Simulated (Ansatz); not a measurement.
The system is CdS (Greenockite).

```
Cd S
1.0
     4.15000    0.00000    0.00000
    -2.07500    3.59401    0.00000
     0.00000    0.00000    6.73700
Cd S
2 2
Direct
  0.66667 0.33333 0.50000
  0.33333 0.66667 0.00000
  0.66667 0.33333 0.87500
  0.33333 0.66667 0.37500
```

- Program: Ansatz 0.2.0
- Task: relaxation of cell and atoms
- Functional: B3LYP5
- Potentials or basis: Ansatz PAW
- Cutoff: 420 eV (not typed: the program's choice for these potentials)
- k mesh: 4 × 4 × 2
- Occupations: fermi-dirac, width 0.05 eV
- Spin: no spin polarisation

At the start: volume 25.12 Å³/atom.

**Question.** Where does the relaxation end?

**Answer.** It ends after 5 steps and the volume is 26.68 Å³/atom (+6.2 %); space group P6_3mc (No. 186, to 0.05 Å).

The path:
| step | energy change (eV) | largest force (eV/Å) | volume (Å³) |
| --- | --- | --- | --- |
| 1 | 0.0000 | 0.0572 | 100.48 |
| 2 | -0.0648 | 0.0241 | 107.09 |
| 3 | -0.0653 | 0.0122 | 106.78 |
| 4 | -0.0653 | 0.0001 | 106.74 |
| 5 | -0.0683 | 0.0002 | 106.74 |

Final structure:
```
Cd S
1.0
     4.23171    0.00000    0.00000
    -2.11585    3.66477    0.00000
     0.00000    0.00000    6.88251
Cd S
2 2
Direct
  0.66667 0.33333 0.49939
  0.33333 0.66667 0.99939
  0.66667 0.33333 0.87561
  0.33333 0.66667 0.37561
```

Caveat: the k mesh is coarse (spacing up to 0.47 Å⁻¹), so the values aren't converged, least of all with exact exchange; the plane-wave basis is chosen anew once the cell has moved, so the energies of steps on either side of that aren't comparable; the PAW data sets come from PBE, with cores solved anew for the run's functional, which leaves a small shift of forces and pressure.
